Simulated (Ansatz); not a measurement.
Write the native input for Ansatz 0.2.0 that does the following.

| Item | Value |
| --- | --- |
| Task | relaxation of cell and atoms |
| Functional | PBE |
| Dispersion | D3(BJ) |
| Potentials or basis | all-electron LAPW, scalar-relativistic |
| Basis error allowed | 0.001 eV/atom |
| k mesh | 10 × 10 × 5 |
| Occupations | fermi-dirac, width 0.05 eV |
| Spin | no spin polarisation |

Hf:

```
Hf
1.0
     3.19670    0.00000    0.00000
    -1.59835    2.76842    0.00000
     0.00000    0.00000    5.05780
Hf
2
Direct
  0.66667 0.33333 0.75000
  0.33333 0.66667 0.25000
```

One way to write it, as run:

input.yaml

```yaml
crystal:
  lattice:
    - [3.1967, 0.0, 0.0]
    - [-1.59835, 2.7684234083, 0.0]
    - [0.0, 0.0, 5.0578]
  atoms:
    - { symbol: Hf, position: [0.6666666667, 0.3333333333, 0.75] }
    - { symbol: Hf, position: [0.3333333333, 0.6666666667, 0.25] }
kpoints:
  mp_grid: { grid: [10, 10, 5] }
scf:
  occupations: { method: fermi_dirac, width: 0.05 }
hamiltonian:
  xc: pbe
  dispersion: d3bj
  pseudopotentials: { kind: all_electron, lapw: { basis_error: 0.001 } }
output:
  forces: true
  stress: true
relax:
  f_tol: 0.02
  max_steps: 60
  cell: {}
```

Potentials or basis: all-electron LAPW, scalar-relativistic.

Launch:

```console
$ ansatz run input.yaml --threads 1 --pin off --max-ram 3072MiB --backend cpu --events-out ev --progress --plain --runs-dir out
```

Results of the run:

```json
{
 "Relaxed volume": "21.81 Å³/atom",
 "Relaxed cell": "a = 3.171 Å, b = 3.171 Å, c = 5.010 Å, α = 90.00°, β = 90.00°, γ = 120.00°",
 "Space group after relaxing (to 0.05 Å)": "P6_3/mmc (No. 194)",
 "Energy gained by relaxing": "5.0 meV/atom",
 "Ionic steps": "4",
 "Pressure after relaxing": "0.0 GPa"
}
```

Run time: 51 s on 1 thread of Arm Neoverse V1, on a shared host, peak memory 0.35 GiB.
